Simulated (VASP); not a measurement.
A run of VASP 6.6.1 is set up as follows.

File POSCAR:

```
MgO
1.0
    0.0000000000      2.1039232588      2.1039232588
    2.1039232588      0.0000000000      2.1039232588
    2.1039232588      2.1039232588      0.0000000000
  Mg              O
     1     1
Direct
     0.0000000000000000    0.0000000000000000    0.0000000000000000
     0.5000000000000000    0.5000000000000000    0.5000000000000000
```

File INCAR.step1:

```
PREC = Accurate
ENCUT = 600
EDIFF = 1E-8
ISMEAR = 0
SIGMA = 0.03
LREAL = F
LASPH = T
NELM = 80
ALGO = Normal
ISIF = 3
LWAVE = F
LCHARG = F
GGA = PS
IBRION = 2
NSW = 40
EDIFFG = -0.002
```

The input INCAR.step2:

```
PREC = Accurate
ENCUT = 600
EDIFF = 1E-8
ISMEAR = 0
SIGMA = 0.03
LREAL = F
LASPH = T
NELM = 80
ALGO = Normal
ISIF = 2
LWAVE = F
LCHARG = F
GGA = PS
IBRION = 6
NFREE = 2
POTIM = 0.015
NSW = 1
```

The input KPOINTS:

```
Automatic mesh
0
Gamma
  12 12 12
```

Potentials or basis: VASP PAW PBE potentials, release 64 (Mg, O).

Command:

```sh
$ cat potpaw_PBE.64/Mg/POTCAR potpaw_PBE.64/O/POTCAR > POTCAR
$ cp INCAR.step1 INCAR
$ mpirun -np 1 vasp_std > vasp.out
$ cp CONTCAR POSCAR
$ cp INCAR.step2 INCAR
$ mpirun -np 1 vasp_std > vasp.out
```

Q: Estimate the highest phonon frequency at Γ, LO-TO splitting left out.

A: 394 cm⁻¹.

Phonon frequencies in cm⁻¹ (negative: imaginary):
```
              q point        frequencies
(0.000, 0.000, 0.000)  0 0 0 394 394 394
```
